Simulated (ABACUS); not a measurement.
## Al: equation of state with PBEsol

Crystal: Al.

```
Al
1.0
    -0.02046    1.97065    2.04383
     2.00266    0.00997    2.01341
     2.05929    1.99687   -0.04667
Al
1
Cartesian
  0.0000 0.0000 0.0000
```

| Quantity | Value |
| --- | --- |
| Program | ABACUS 3.10.1 |
| Task | equation of state |
| Functional | PBEsol |
| Potentials or basis | PseudoDojo NC SR 0.4.1 PBE standard |
| Cutoff | 1361 eV |
| Density cutoff | 5442 eV |
| Basis | DZP LCAO (the cutoffs set its grid) |
| k mesh | 8 × 8 × 8 |
| Occupations | fermi-dirac, width 0.05 eV |
| Spin | no spin polarisation |

```
Equilibrium volume                        : 16.40 Å³/atom
Bulk modulus at fixed shape and positions : 85 GPa
Pressure derivative of the bulk modulus   : 4.5 (rough: it moves with the points fitted)
```

Energy against volume, from the lowest point:
```csv
volume (Å³/atom),energy (meV/atom)
15.574,11.75
16.237,0.00
16.900,3.33
17.563,18.73
```

All runs of the series together: 25 s on 4 threads of Intel(R) Xeon(R) Platinum 8375C CPU @ 2.90GHz (Ice Lake) (shared host).

Caveat: the atomic orbitals were generated for these runs and aren't a published set; the cell was scaled at fixed shape and fractional positions, which overstates the stiffness of a crystal with free parameters, most of all of layers and chains; the potentials were made for another functional, which shifts forces and pressure; the basis of atomic orbitals isn't converged, which shifts pressures, moduli and gaps.
